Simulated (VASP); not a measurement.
## BaO: Born charges and dielectric tensor with LDA

Crystal: BaO.

```
CELL_PARAMETERS angstrom
0.00000 2.73895 2.73895
2.73895 0.00000 2.73895
2.73895 2.73895 0.00000
ATOMIC_POSITIONS crystal
Ba 0.00000 0.00000 0.00000
O 0.50000 0.50000 0.50000
```

The cell is a database's computed one.

| Quantity | Value |
| --- | --- |
| Program | VASP 6.6.1 |
| Task | Born charges and dielectric tensor |
| Functional | LDA |
| Potentials or basis | VASP PAW LDA potentials, release 64 (Ba_sv, O) |
| Cutoff | 600 eV |
| k mesh | 12 × 12 × 12 |
| Occupations | gaussian, width 0.02 eV |
| Spin | no spin polarisation |
| Further INCAR settings | ALGO = Fast; EDIFF = 1e-08; IBRION = 8; NSW = 1 |

```yaml
Band_gap_on_the_k_mesh: 1.70 eV, direct
Electronic_dielectric_tensor_diagonal: 4.39
Born_charges_mean_of_the_diagonal: Ba +2.80; O -2.80 e
Highest_phonon_frequency_at_Γ_LO-TO_splitting_left_out: 110 cm⁻¹
```

Levels at points of the mesh, in eV from the valence-band top:
| k point | band 4 | band 5 | band 6 | band 7 | band 8 | band 9 | band 10 | band 11 | band 12 |
| --- | --- | --- | --- | --- | --- | --- | --- | --- | --- |
| (0.00, 0.00, 0.00) | -10.21 | -10.21 | -0.46 | -0.46 | -0.46 | 3.46 | 4.57 | 4.57 | 4.57 |
| (0.50, 0.00, 0.00) | -10.34 | -10.34 | -2.22 | -1.68 | -1.68 | 4.85 | 7.22 | 7.22 | 8.13 |
| (0.50, 0.50, 0.00) | -10.88 | -10.88 | -0.22 | -0.22 | 0.00 | 1.70 | 6.07 | 9.06 | 9.36 |

Phonon frequencies in cm⁻¹ (negative: imaginary):
```
              q point           frequencies
(0.000, 0.000, 0.000)  -1 -1 -1 110 110 110
```

Electronic dielectric tensor:
```
4.39 0.00 0.00
0.00 4.39 0.00
0.00 0.00 4.39
```

Born effective charge tensors (e):
atom 1, Ba
```
2.80 0.00 0.00
0.00 2.80 0.00
0.00 0.00 2.80
```
atom 2, O
```
-2.80  0.00  0.00
 0.00 -2.80  0.00
 0.00  0.00 -2.80
```

Run time: 9.8 min on 1 thread of Intel(R) Xeon(R) Platinum 8259CL CPU @ 2.50GHz (Skylake/Cascade Lake), on a shared host, peak memory 0.41 GiB.

Caveat: spin-orbit coupling is left out, which moves the levels of the heavy elements. LDA gaps usually lie below the measured ones, often by a third to a half.
